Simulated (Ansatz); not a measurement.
TePt: density of states with PBEsol

The system is TePt.

```
CELL_PARAMETERS angstrom
1.98157 1.14406 6.66103
-1.98157 1.14406 6.66103
0.00000 -2.28812 6.66103
ATOMIC_POSITIONS crystal
Pt 0.12967 0.12967 0.12967
Pt 0.87033 0.87033 0.87033
Te 0.40200 0.40200 0.40200
Te 0.59800 0.59800 0.59800
```

```
Program             : Ansatz 0.2.0
Task                : density of states
Functional          : PBEsol
Potentials or basis : all-electron LAPW, scalar-relativistic
Cutoff              : 288 eV (chosen from the basis error)
Basis error allowed : 0.002 eV/atom
k mesh              : 8 × 8 × 8
Occupations         : fermi-dirac, width 0.05 eV
Spin                : no spin polarisation
```

| Quantity | Value |
| --- | --- |
| Pressure | -0.3 GPa |
| Largest force | 0.193 eV/Å |
| Band gap on the k mesh | none (metal or under the smearing width) |

Forces on the atoms (eV/Å):
```
Pt   0.000  0.000  0.193
Pt   0.000  0.000 -0.193
Te   0.000  0.000 -0.086
Te   0.000  0.000  0.086
```

Stress tensor (GPa, compression positive):
```
-0.20  0.00  0.00
 0.00 -0.20  0.00
 0.00  0.00 -0.57
```

Levels at points of the mesh, in eV from the Fermi level:
```
              k point  band 62  band 63  band 64  band 65  band 66  band 67  band 68  band 69  band 70  band 71
   (0.00, 0.00, 0.00)    -1.99    -1.76     0.69     0.69     0.86     1.25     2.87     2.87     4.57     6.05
  (0.00, 0.00, -0.50)    -2.56    -2.52    -1.99    -1.88    -1.06     0.31     1.35     1.96     3.78     4.81
 (0.00, -0.50, -0.50)    -2.51    -2.50    -1.84    -1.75    -1.33    -1.17     2.54     3.81     4.77     5.49
(-0.50, -0.50, -0.50)    -1.97    -1.71    -1.62     1.25     1.25     1.96     1.96     3.51     4.51     4.75
```

States per cell in windows of 1 eV (zero at the Fermi level; states under -8 eV left out):
```csv
from (eV),total
-8.0,0.00
-7.0,2.39
-6.0,4.43
-5.0,4.96
-4.0,4.24
-3.0,5.81
-2.0,4.21
-1.0,2.16
0.0,1.42
1.0,1.88
2.0,1.55
3.0,1.07
4.0,1.79
5.0,1.79
6.0,2.95
7.0,2.21
```

Wall time 27 s on 2 threads of Intel(R) Xeon(R) 6975P-C (Granite Rapids) (shared host), peak memory 0.96 GiB.

Caveat: the density of states is complete only up to the lowest level of the last band computed. Spin-orbit coupling is left out, which matters for the levels of Pt, Te.
